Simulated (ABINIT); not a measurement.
The system is CdSe.

```
Cd Se
1.0
     0.00000    3.07027    3.07027
     3.07027    0.00000    3.07027
     3.07027    3.07027    0.00000
Cd Se
1 1
Direct
  0.00000 0.00000 0.00000
  0.25000 0.25000 0.25000
```

Measurements of this composition are mostly on another form, of space group No. 186.

Base run:

```yaml
Program: ABINIT 10.8.3 (patched build)
Functional: BLYP
Potentials_or_basis: JTH PAW PBE v2.0
Cutoff: 707 eV
k_mesh: 8 × 8 × 8
Occupations: fermi-dirac, width 0.05 eV
Spin: no spin polarisation
```

Its results: band gap on the k mesh 0.46 eV, direct; pressure 4.0 GPa.

Task: The run is repeated on the same cell with these changes: functional from BLYP to RPBE. What comes out?

Result: Band gap on the k mesh 0.72 eV, direct; pressure 3.1 GPa.

Caveats: the PAW data sets were made with another functional, which shifts forces and pressure a little.

